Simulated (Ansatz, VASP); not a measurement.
# Cross-check of Ga8As7P (random alloy of the zinc-blende GaP-GaAs line, x = 0.875) between VASP and Ansatz

One calculation is typed for both programs; each brings its own data sets. How far apart do they land? Of the first pair: The structure shown is the start of the Ansatz relaxation below; VASP solves that cell, so the two are compared at the walk's first step.

Calculated with Ansatz 0.2.0; plane waves, with VASP 6.6.1 beside it; PBE.

### Step 1. The starting structure

The cell holds 64 atoms: 32 Ga, 28 As and 4 P. Cell: a = 11.440 Å, b = 11.440 Å, c = 11.440 Å, α = 90.0°, β = 90.0°, γ = 90.0°. It derives from GaP (zinc-blende GaP-GaAs), repeated 2×2×2. Zinc-blende GaP-GaAs: 64 atoms, 28 of 32 P sites given to As at random, cell and internal coordinates interpolated linearly between the end members (Vegard's rule); (so at first; earlier steps may have moved the atoms), displaced by a Gaussian of 0.02 A. Lattice constants are starting values near those of PBE.

### Step 2. Ansatz: relaxation, PBE

Ansatz runs on its default PAW (the set named soft_2) files.

The two programs are compared at the cell with which this relaxation starts, whose forces are those of its first step.

The input, input.yaml:

```yaml
crystal:
  lattice:
    - [11.44, 0.0, 0.0]
    - [0.0, 11.44, 0.0]
    - [0.0, 0.0, 11.44]
  atoms:
    - { symbol: Ga, position: [0.99927, 0.9999, 0.99627] }
    - { symbol: As, position: [0.12787, 0.12186, 0.12353] }
    - { symbol: Ga, position: [0.00088, 0.24782, 0.24815] }
    - { symbol: As, position: [0.12341, 0.37596, 0.37901] }
    - { symbol: Ga, position: [0.25007, 0.99805, 0.25094] }
    - { symbol: P, position: [0.37396, 0.12497, 0.37705] }
    - { symbol: Ga, position: [0.24869, 0.25002, 0.99846] }
    - { symbol: As, position: [0.37473, 0.37545, 0.12327] }
    - { symbol: Ga, position: [0.99941, 0.99959, 0.49889] }
    - { symbol: As, position: [0.12292, 0.12252, 0.62473] }
    - { symbol: Ga, position: [0.99953, 0.2539, 0.74574] }
    - { symbol: As, position: [0.1252, 0.37565, 0.87738] }
    - { symbol: Ga, position: [0.25088, 0.99852, 0.75] }
    - { symbol: As, position: [0.37595, 0.12445, 0.87635] }
    - { symbol: Ga, position: [0.24673, 0.25303, 0.50257] }
    - { symbol: As, position: [0.37441, 0.37607, 0.62508] }
    - { symbol: Ga, position: [0.99855, 0.50015, 0.00175] }
    - { symbol: As, position: [0.12433, 0.62434, 0.12487] }
    - { symbol: Ga, position: [0.00076, 0.75223, 0.24889] }
    - { symbol: As, position: [0.12589, 0.87538, 0.37175] }
    - { symbol: Ga, position: [0.24927, 0.49977, 0.24993] }
    - { symbol: As, position: [0.37557, 0.62143, 0.37508] }
    - { symbol: Ga, position: [0.24882, 0.74748, 0.00092] }
    - { symbol: As, position: [0.37629, 0.87386, 0.12647] }
    - { symbol: Ga, position: [0.99933, 0.50012, 0.49808] }
    - { symbol: As, position: [0.12777, 0.62035, 0.62484] }
    - { symbol: Ga, position: [0.00122, 0.74644, 0.74967] }
    - { symbol: As, position: [0.12487, 0.87644, 0.87718] }
    - { symbol: Ga, position: [0.24929, 0.49758, 0.75239] }
    - { symbol: As, position: [0.37713, 0.62419, 0.87561] }
    - { symbol: Ga, position: [0.25067, 0.75099, 0.50036] }
    - { symbol: As, position: [0.37746, 0.87196, 0.62682] }
    - { symbol: Ga, position: [0.50067, 0.99962, 0.00205] }
    - { symbol: P, position: [0.6209, 0.12703, 0.12567] }
    - { symbol: Ga, position: [0.49802, 0.25076, 0.24947] }
    - { symbol: As, position: [0.62952, 0.37821, 0.37577] }
    - { symbol: Ga, position: [0.74874, 0.99898, 0.24943] }
    - { symbol: As, position: [0.87402, 0.12342, 0.37397] }
    - { symbol: Ga, position: [0.74952, 0.2491, 0.99878] }
    - { symbol: As, position: [0.87338, 0.37946, 0.12242] }
    - { symbol: Ga, position: [0.49821, 0.00076, 0.49943] }
    - { symbol: As, position: [0.62574, 0.1264, 0.62721] }
    - { symbol: Ga, position: [0.50131, 0.24826, 0.75194] }
    - { symbol: As, position: [0.62191, 0.3748, 0.87413] }
    - { symbol: Ga, position: [0.74815, 0.00103, 0.74968] }
    - { symbol: P, position: [0.87678, 0.12241, 0.87648] }
    - { symbol: Ga, position: [0.75087, 0.25022, 0.49752] }
    - { symbol: As, position: [0.87456, 0.3723, 0.62136] }
    - { symbol: Ga, position: [0.50573, 0.5017, 0.00313] }
    - { symbol: As, position: [0.62425, 0.62622, 0.12622] }
    - { symbol: Ga, position: [0.50105, 0.75001, 0.2496] }
    - { symbol: As, position: [0.62138, 0.87607, 0.37574] }
    - { symbol: Ga, position: [0.75195, 0.49952, 0.25305] }
    - { symbol: As, position: [0.87422, 0.62281, 0.37664] }
    - { symbol: Ga, position: [0.74918, 0.74781, 0.00022] }
    - { symbol: P, position: [0.87632, 0.87542, 0.12587] }
    - { symbol: Ga, position: [0.50718, 0.50144, 0.50268] }
    - { symbol: As, position: [0.62153, 0.62564, 0.62635] }
    - { symbol: Ga, position: [0.49936, 0.74847, 0.75069] }
    - { symbol: As, position: [0.62445, 0.87396, 0.87701] }
    - { symbol: Ga, position: [0.75233, 0.50053, 0.74921] }
    - { symbol: As, position: [0.8759, 0.62645, 0.8761] }
    - { symbol: Ga, position: [0.74746, 0.74941, 0.50063] }
    - { symbol: As, position: [0.87609, 0.87668, 0.62633] }
kpoints:
  mp_grid: { grid: [1, 1, 1] }
hamiltonian:
  xc: pbe
scf:
  occupations: { method: fermi_dirac, width: 0.025 }
output:
  forces: true
relax:
  f_tol: 0.04
  max_steps: 150
  cell: {}
```

On the command line:

```sh
$ ansatz run input.yaml --threads 4 --pin off --max-ram 8192MiB --backend cpu --events-out ev --progress --plain --runs-dir out
```

Numbers of over 12 decimals in the logs are rounded to 6 here.

What it wrote:

```text
Engine: ansatz 0.2.0, x86_64-unknown-linux-gnu
Pseudopotentials: kind: paw
Pseudopotential: Ga, paw, valence charge 13, recommended cutoff 420 eV (normal), Ga.paw.azcp
Pseudopotential: As, paw, valence charge 15, recommended cutoff 420 eV (normal), As.paw.azcp
Pseudopotential: P, paw, valence charge 5, recommended cutoff 420 eV (normal), P.paw.azcp
Functional definition: PBE
  parameter kappa = 0.804
  parameter beta = 0.066725
  exchange = pbe_x(kappa = kappa, mu = beta*pi^2/3)
  correlation = pbe_c(beta = beta)
Crystal: 64 atoms, lattice volume = 1497.194 Å³
Basis set: ecut = 420 eV, 29279 PW (Γ), exchange–correlation on 160×160×160 points (8 copies of the dense FFT grid, shifted against one another)
Bands: 514, of which v1, the nominal top of the filled ones, is band 428 counted from 1 (427 counted from 0)
Symmetry: 1 space group operations
Space group: P1 (ITA 1), of the structure as read, at distance tolerance 1.1e-4 Å
k-points: 1
Non-local potential: Ga, projectors of the file, l = 0: 2, l = 1: 2, l = 2: 3, l = 3: 1
Non-local potential: As, projectors of the file, l = 0: 2, l = 1: 2, l = 2: 3, l = 3: 1
Non-local potential: P, projectors of the file, l = 0: 2, l = 1: 2, l = 2: 2
PAW form: soft (Blöchl's): semilocal exchange-correlation on the pseudo side does not see the compensation charge
PAW one-centre angular grid: Ga, 590 points (default); XC on 64 Gauss nodes
PAW one-centre angular grid: As, 590 points (default); XC on 64 Gauss nodes
PAW one-centre angular grid: P, 110 points (default); XC on 64 Gauss nodes
Initial density: superposition of atomic densities (neutral atoms: chi_scale 0, normalization atom), corrected by the library's trained network
Initial wavefunctions: pseudopotential atomic-orbital guess
Functional: x = pbe(κ = 0.804, μ = 0.219515), c = pbe(β = 0.066725)
SCF iter   1: F=—  HF=-260067.399582 eV  |F-HF|=—  |Δ(HF+E_count)|=         —  Δρ=1.96e-3  dr2=3.49e-2  ethr=1.77e-3  ⟨swp⟩=7.0  Hψ=1995  notcnv=0
preconditioner: auto → Resta (q_TF=auto, 2.486 Å⁻¹)  ε∞=3.6  [insulator: Δε(μ)=0.279 eV  Ē_g=14.292 eV  σ=0.025 eV  W_gap=0.99  n_scr=388 (ndim 8)  ℏωp=23.0 eV  f_vac=0.091  D(μ)=0.80/eV (n_scr^D=0)  ε∞_Penn≈3.6]
SCF iter   2: F=—  HF=-260067.362241 eV  |F-HF|=—  |Δ(HF+E_count)|=   3.73e-2  Δρ=7.99e-4  dr2=7.40e-3  ethr=4.08e-6  ⟨swp⟩=2.0  Hψ=1021  notcnv=0  defer=37
SCF iter   3: F=—  HF=-260067.363409 eV  |F-HF|=—  |Δ(HF+E_count)|=   1.17e-3  Δρ=4.83e-4  dr2=1.73e-3  ethr=8.64e-7  ⟨swp⟩=2.0  Hψ=861  notcnv=0  defer=37
SCF iter   4: F=—  HF=-260067.362160 eV  |F-HF|=—  |Δ(HF+E_count)|=   1.25e-3  Δρ=1.43e-4  dr2=2.39e-4  ethr=2.02e-7  ⟨swp⟩=3.0  Hψ=1085  notcnv=0  defer=37
SCF iter   5: F=—  HF=-260067.362248 eV  |F-HF|=—  |Δ(HF+E_count)|=   8.88e-5  Δρ=3.64e-5  dr2=2.60e-5  ethr=2.79e-8  ⟨swp⟩=2.0  Hψ=861  notcnv=0  defer=37
SCF iter   6: F=—  HF=-260067.362301 eV  |F-HF|=—  |Δ(HF+E_count)|=   5.21e-5  Δρ=2.86e-5  dr2=8.39e-6  ethr=3.04e-9  ⟨swp⟩=2.0  Hψ=862  notcnv=0  defer=37
SCF iter   7: F=—  HF=-260067.362307 eV  |F-HF|=—  |Δ(HF+E_count)|=   6.28e-6  Δρ=6.62e-6  dr2=6.90e-7  ethr=9.80e-10  ⟨swp⟩=2.0  Hψ=722  notcnv=0  defer=37
SCF iter   8: F=—  HF=-260067.362308 eV  |F-HF|=—  |Δ(HF+E_count)|=   1.30e-6  Δρ=3.17e-6  dr2=1.66e-7  ethr=8.06e-11  ⟨swp⟩=3.0  Hψ=921  notcnv=0  defer=37
SCF iter   9: F=-260067.362308 eV  HF=-260067.362308 eV  |F-HF|=5.27e-9  |Δ(HF+E_count)|=   3.61e-8  Δρ=1.18e-6  dr2=1.32e-8  ethr=1.17e-11  ⟨swp⟩=4.0  Hψ=1728  notcnv=0
SCF 1 converged in 9 iterations: F = -260067.362308 eV  dr2 = 1.32e-8
  greatest PAW one-centre occupation: 0.999 electrons in one spin orbital (limit 2), on the As atom at site 57 (counted from 0), in its partial waves of l = 2
relax step   1: F+E_penalty+E_count = -260067.36230809 eV  Δ(F+E_penalty+E_count) = +0.000e0 eV  max|allowed force component| = 7.318e-1 eV/Å  Δτ_max = 0.0000 Å  P = +0.054 GPa  Ω = 1497.194 Å³  (9 SCF iters, dr2 threshold 1.00e-7 eV, accepted)
Crystal: 64 atoms, lattice volume = 1494.630 Å³
Basis set: ecut = 420 eV, 29161 PW (Γ), exchange–correlation on 160×160×160 points (8 copies of the dense FFT grid, shifted against one another)
Initial density: handed on by an earlier stage of this run
Initial wavefunctions: those handed on with the density
iter 1 solved again at ethr=3.28e-5 eV; its pass at ethr=3.10e-3 eV (dr2=2.81e-1 eV) is discarded
SCF iter   1: F=—  HF=-260068.051098 eV  |F-HF|=—  |Δ(HF+E_count)|=         —  Δρ=6.99e-3  dr2=2.83e-1  ethr=3.28e-5  ⟨swp⟩=7.0  Hψ=2013  notcnv=0  defer=3
preconditioner: auto → Resta (q_TF=auto, 2.486 Å⁻¹)  ε∞=3.6  [insulator: Δε(μ)=0.291 eV  Ē_g=14.315 eV  σ=0.025 eV  W_gap=0.99  n_scr=388 (ndim 8)  ℏωp=23.1 eV  f_vac=0.091  D(μ)=0.69/eV (n_scr^D=0)  ε∞_Penn≈3.6]
SCF iter   2: F=—  HF=-260068.010337 eV  |F-HF|=—  |Δ(HF+E_count)|=   4.08e-2  Δρ=3.53e-3  dr2=7.40e-2  ethr=3.28e-5  ⟨swp⟩=2.0  Hψ=854  notcnv=0  defer=81
[...]
atom  12  As     0.00031775    -0.00009194    -0.00013829
  atom  13  Ga    -0.00028510    -0.00007494    -0.00012228
  atom  14  As     0.00046992    -0.00053066     0.00073170
  atom  15  Ga     0.00073322     0.00014847    -0.00043779
  atom  16  As     0.00016719     0.00075150    -0.00001845
  atom  17  Ga    -0.00005298    -0.00032096    -0.00052069
  atom  18  As     0.00059513     0.00079222    -0.00062473
  atom  19  Ga    -0.00018246     0.00020004    -0.00144283
  atom  20  As     0.00105469    -0.00038328    -0.00034372
  atom  21  Ga     0.00011319     0.00061011     0.00028789
  atom  22  As     0.00016351     0.00019125    -0.00049159
  atom  23  Ga     0.00009286    -0.00071154    -0.00034786
  atom  24  As     0.00023259     0.00082923    -0.00034990
  atom  25  Ga     0.00019954     0.00097474    -0.00037349
  atom  26  As    -0.00062508     0.00021477    -0.00031890
  atom  27  Ga    -0.00031091    -0.00061158    -0.00006224
  atom  28  As     0.00106468     0.00046410    -0.00018648
  atom  29  Ga    -0.00078119    -0.00042993    -0.00034968
  atom  30  As     0.00079083    -0.00023143     0.00029378
  atom  31  Ga    -0.00123092     0.00041646     0.00015541
  atom  32  As     0.00035897    -0.00005859     0.00139577
  atom  33  Ga    -0.00035543    -0.00024924    -0.00036649
  atom  34  P     -0.00019381    -0.00058438    -0.00208672
  atom  35  Ga    -0.00047266     0.00148068     0.00151957
[...]
atom  57  Ga    -0.00026765    -0.00035883     0.00000072
  atom  58  As     0.00080118     0.00009110    -0.00085973
  atom  59  Ga    -0.00006917     0.00073322    -0.00012330
  atom  60  As    -0.00132910    -0.00070729     0.00000969
  atom  61  Ga     0.00039227     0.00063334     0.00000877
  atom  62  As    -0.00063794     0.00044239     0.00010563
  atom  63  Ga     0.00027799    -0.00009286    -0.00064762
  atom  64  As    -0.00004226     0.00107146     0.00003073
  max |Σ_I F_I| component: 5.85e-6 eV/Å
--- Stress (GPa, compression-positive) ---
        0.004323       0.002043      -0.000764
        0.002043       0.000085      -0.000601
       -0.000764      -0.000601       0.002960
  P = ⅓ Tr σ = 0.0025 GPa (0.025 kbar)
--- Relaxed structure (4 steps of the walk, 4 accepted, 1 SCFs on fresh bases) ---
  F+E_penalty+E_count = -260068.04712840 eV   max|allowed force component| = 2.304e-3 eV/Å   (the final SCF, on the basis selected at the relaxed cell)
  cell:  # Å, volume = 1495.0962 Å³
    - [11.434403, -5.4438419587299336e-5, 0.000461642]
    - [-5.4438419587299336e-5, 11.434822, 0.00015524]
    - [0.000461642, 0.00015524, 11.434739]
  atoms:
    - { symbol: Ga, position: [0.993801, 0.999913, 1.000768] }
    - { symbol: As, position: [0.124100, 0.123566, 0.125261] }
    - { symbol: Ga, position: [1.5612903200355692e-5, 0.249476, 0.250029] }
    - { symbol: As, position: [0.125933, 0.373467, 0.375149] }
    - { symbol: Ga, position: [0.252991, 1.003073, 0.253069] }
    - { symbol: P, position: [0.376264, 0.124713, 0.373973] }
    - { symbol: Ga, position: [0.249570, 0.249178, 1.000451] }
    - { symbol: As, position: [0.376144, 0.372589, 0.126204] }
    - { symbol: Ga, position: [0.999721, 0.999857, 0.499813] }
    - { symbol: As, position: [0.124924, 0.124852, 0.625332] }
    - { symbol: Ga, position: [0.996501, 0.245851, 0.754263] }
    - { symbol: As, position: [0.123863, 0.373442, 0.875401] }
    - { symbol: Ga, position: [0.249845, 0.999825, 0.751061] }
    - { symbol: As, position: [0.376132, 0.124567, 0.876432] }
    - { symbol: Ga, position: [0.253462, 0.246357, 0.496827] }
    - { symbol: As, position: [0.375066, 0.373414, 0.624250] }
    - { symbol: Ga, position: [0.999473, 0.499291, 0.000338284] }
    - { symbol: As, position: [0.123847, 0.625933, 0.125400] }
    - { symbol: Ga, position: [-0.0034412, 0.754840, 0.246361] }
    - { symbol: As, position: [0.124906, 0.876036, 0.373969] }
    - { symbol: Ga, position: [0.250008, 0.499568, 0.250218] }
    - { symbol: As, position: [0.375132, 0.624816, 0.375035] }
    - { symbol: Ga, position: [0.249773, 0.751311, 0.000819813] }
    - { symbol: As, position: [0.376059, 0.876973, 0.126164] }
    - { symbol: Ga, position: [1.000498, 0.499248, 0.500260] }
    - { symbol: As, position: [0.124975, 0.624830, 0.625245] }
    - { symbol: Ga, position: [1.225481145072158e-5, 0.749971, 0.750492] }
    - { symbol: As, position: [0.122975, 0.876117, 0.876498] }
    - { symbol: Ga, position: [0.249525, 0.498664, 0.749771] }
    - { symbol: As, position: [0.375048, 0.624877, 0.875447] }
    - { symbol: Ga, position: [0.249532, 0.749991, 0.499636] }
    - { symbol: As, position: [0.375146, 0.876078, 0.624171] }
    - { symbol: Ga, position: [0.503744, 1.003061, 0.00377365] }
    - { symbol: P, position: [0.626147, 0.123620, 0.125316] }
    - { symbol: Ga, position: [0.501118, 0.242770, 0.249619] }
    - { symbol: As, position: [0.624124, 0.372537, 0.373999] }
    - { symbol: Ga, position: [0.749831, 0.999828, 0.243616] }
    - { symbol: As, position: [0.873932, 0.123628, 0.373146] }
    - { symbol: Ga, position: [0.749481, 0.243023, 1.000909] }
    - { symbol: As, position: [0.873895, 0.372539, 0.124281] }
    - { symbol: Ga, position: [0.497761, 0.00310814, 0.496661] }
    - { symbol: As, position: [0.625186, 0.124475, 0.625255] }
    - { symbol: Ga, position: [0.500274, 0.249632, 0.750260] }
    - { symbol: As, position: [0.626135, 0.372519, 0.876517] }
    - { symbol: Ga, position: [0.752871, 0.00304626, 0.753590] }
    - { symbol: P, position: [0.873818, 0.123667, 0.877601] }
    - { symbol: Ga, position: [0.749868, 0.249192, 0.499730] }
    - { symbol: As, position: [0.874976, 0.373487, 0.626277] }
    - { symbol: Ga, position: [0.501042, 0.499123, 0.000749291] }
    - { symbol: As, position: [0.626194, 0.625838, 0.125164] }
    - { symbol: Ga, position: [0.500269, 0.750146, 0.250205] }
    - { symbol: As, position: [0.625201, 0.877020, 0.373217] }
    - { symbol: Ga, position: [0.749612, 0.498822, 0.249783] }
    - { symbol: As, position: [0.875018, 0.625972, 0.374102] }
    - { symbol: Ga, position: [0.753324, 0.753578, 0.00351203] }
    - { symbol: P, position: [0.873892, 0.877216, 0.124176] }
    - { symbol: Ga, position: [0.500041, 0.499037, 0.499734] }
    - { symbol: As, position: [0.625091, 0.624851, 0.625311] }
    - { symbol: Ga, position: [0.500911, 0.751283, 0.750705] }
    - { symbol: As, position: [0.626941, 0.876914, 0.877283] }
    - { symbol: Ga, position: [0.750037, 0.499555, 0.751331] }
    - { symbol: As, position: [0.874863, 0.625847, 0.876464] }
    - { symbol: Ga, position: [0.749539, 0.751310, 0.500127] }
    - { symbol: As, position: [0.874878, 0.876043, 0.626290] }
```

(Continued in part 2 of 2.)

[Lines on the potential files, build, host, timing and source positions are cut from VASP's logs without a mark.]

[Logs are printed without paths, hosts, clocks, repeated set-up lines and the standing remarks that a program may print on its own settings, such as how far it seeks lower states.]

[Hosts, paths, dates, database ids (printed as entryN), source tags and the programs' standing remarks are cut or masked in the printed files.]
